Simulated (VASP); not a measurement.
**Te2Mo: relaxation of cell and atoms with PBEsol**

Te2Mo:

```
Te Mo
1.0
     6.33000    0.00000    0.00000
     0.00000    3.46900    0.00000
    -0.94679    0.00000   13.82762
Te Mo
8 4
Cartesian
  3.1917 2.6018 4.8618
  2.1916 0.8672 8.9658
  3.6282 0.8672 1.4450
  1.7550 2.6018 12.3826
  0.4733 2.6018 2.0548
  4.9099 0.8672 11.7728
  -0.0181 0.8672 5.4688
  5.4013 2.6018 8.3588
  1.5339 2.6018 7.0051
  3.8493 0.8672 6.8225
  1.1533 0.8672 0.1023
  4.2299 2.6018 13.7253
```

| Property | Result |
| --- | --- |
| Program | VASP 6.6.1 |
| Task | relaxation of cell and atoms |
| Functional | PBEsol |
| Potentials or basis | VASP PAW PBE potentials, release 64 (Te, Mo_sv) |
| Cutoff | 600 eV |
| k mesh | 4 × 8 × 2 |
| Occupations | gaussian, width 0.03 eV |
| Spin | no spin polarisation |
| Further INCAR settings | ALGO = Normal; EDIFF = 1e-06; IBRION = 2; EDIFFG = -0.01; NSW = 90; ISIF = 3 |

The relaxed volume is 24.70 Å³/atom and the relaxed cell is a = 6.332 Å, b = 3.456 Å, c = 13.565 Å, α = 90.00°, β = 93.21°, γ = 90.00°. The space group after relaxing (to 0.05 Å) is P2_1/m (No. 11), the energy gained by relaxing is 2.8 meV/atom and the ionic steps are 36. The pressure after relaxing is 0.0 GPa and the largest force after relaxing is 0.009 eV/Å. The band gap on the k mesh is none (metal or under the smearing width).

Forces on the atoms (eV/Å):
```
Te   0.003  0.000 -0.004
Te  -0.003  0.000  0.004
Te   0.003  0.000 -0.003
Te  -0.003  0.000  0.003
Te  -0.006  0.000  0.003
Te   0.006  0.000 -0.003
Te   0.005  0.000 -0.001
Te  -0.005  0.000  0.001
Mo  -0.006  0.000 -0.006
Mo   0.006  0.000  0.006
Mo  -0.002  0.000  0.000
Mo   0.002  0.000  0.000
```

The path:
```csv
step,energy change (eV),largest force (eV/Å),pressure (GPa),volume (Å³)
1,0.0000,0.2002,-1.46,303.64
2,0.0377,0.5674,2.60,293.64
3,-0.0197,0.1160,0.02,299.90
4,-0.0237,0.0755,-0.01,299.68
5,-0.0258,0.1583,-0.05,299.18
6,-0.0263,0.1081,-0.04,299.33
7,-0.0280,0.0291,0.02,298.85
8,-0.0280,0.0291,0.02,298.85
9,-0.0285,0.0248,-0.07,298.91
10,-0.0285,0.0268,-0.10,298.94
11,-0.0288,0.0355,0.00,298.54
12,-0.0288,0.0438,0.04,298.37
13,-0.0292,0.0347,0.02,298.26
14,-0.0297,0.0536,-0.06,298.00
15,-0.0299,0.0488,-0.06,297.85
16,-0.0306,0.0445,-0.05,297.38
17,-0.0313,0.0689,0.00,296.43
18,-0.0320,0.0356,-0.01,296.15
19,-0.0320,0.0892,-0.02,295.55
20,-0.0323,0.0419,0.00,295.86
21,-0.0325,0.0263,0.02,295.79
22,-0.0327,0.0213,0.06,295.65
23,-0.0328,0.0205,-0.04,295.91
24,-0.0328,0.0197,-0.05,295.87
25,-0.0328,0.0191,-0.04,295.84
26,-0.0329,0.0113,0.03,295.76
27,-0.0329,0.0123,0.03,295.75
28,-0.0330,0.0152,0.02,295.86
29,-0.0330,0.0193,-0.01,296.02
30,-0.0331,0.0139,-0.01,296.09
31,-0.0332,0.0186,0.00,296.20
32,-0.0333,0.0121,-0.02,296.28
33,-0.0333,0.0184,-0.04,296.42
34,-0.0334,0.0139,-0.01,296.39
35,-0.0334,0.0108,0.03,296.33
36,-0.0335,0.0087,0.02,296.41
```

Final structure:
```cif
data_structure
_symmetry_space_group_name_H-M 'P 1'
_symmetry_Int_Tables_number 1
_cell_length_a 6.3322
_cell_length_b 3.4563
_cell_length_c 13.5647
_cell_angle_alpha 90.000
_cell_angle_beta 93.214
_cell_angle_gamma 90.000
_cell_volume 296.41
loop_
_atom_site_label
_atom_site_type_symbol
_atom_site_fract_x
_atom_site_fract_y
_atom_site_fract_z
_atom_site_occupancy
Te1 Te 0.56036 0.75000 0.34889 1
Te2 Te 0.43964 0.25000 0.65111 1
Te3 Te 0.58436 0.25000 0.10400 1
Te4 Te 0.41564 0.75000 0.89600 1
Te5 Te 0.09260 0.75000 0.15133 1
Te6 Te 0.90740 0.25000 0.84867 1
Te7 Te 0.05774 0.25000 0.39576 1
Te8 Te 0.94226 0.75000 0.60424 1
Mo1 Mo 0.31980 0.75000 0.50653 1
Mo2 Mo 0.68020 0.25000 0.49347 1
Mo3 Mo 0.18210 0.25000 0.00723 1
Mo4 Mo 0.81790 0.75000 0.99277 1
```

Levels at points of the mesh, in eV from the Fermi level:
```csv
k point,band 49,band 50,band 51,band 52,band 53,band 54,band 55,band 56
"(0.00, 0.00, 0.00)",-0.47,-0.18,0.09,0.24,0.39,0.67,0.84,0.95
"(0.50, 0.00, 0.00)",-0.94,-0.90,-0.56,-0.50,-0.15,-0.10,0.86,0.88
"(0.00, 0.50, 0.00)",-1.65,-1.65,-1.45,-1.45,0.97,0.97,1.15,1.15
"(0.50, 0.50, 0.00)",-1.12,-1.12,-1.03,-1.03,0.97,0.97,1.05,1.05
"(0.00, 0.00, 0.50)",-0.07,-0.06,0.05,0.09,0.41,0.51,0.87,0.92
"(0.50, 0.00, 0.50)",-0.95,-0.90,-0.59,-0.37,-0.07,-0.05,0.82,0.91
"(0.00, 0.50, 0.50)",-1.63,-1.63,-1.56,-1.56,0.94,0.94,1.14,1.14
"(0.50, 0.50, 0.50)",-1.12,-1.12,-1.03,-1.03,0.99,0.99,1.01,1.01
```

Run time: 67 min on 4 MPI ranks on Intel(R) Xeon(R) Platinum 8488C (Sapphire Rapids), with other jobs on the host, peak memory 0.8 GiB a rank.

Caveat: the PAW data sets were made with another functional, which shifts forces and pressure a little. The run has no spin-orbit coupling, so splittings on Te are missing.
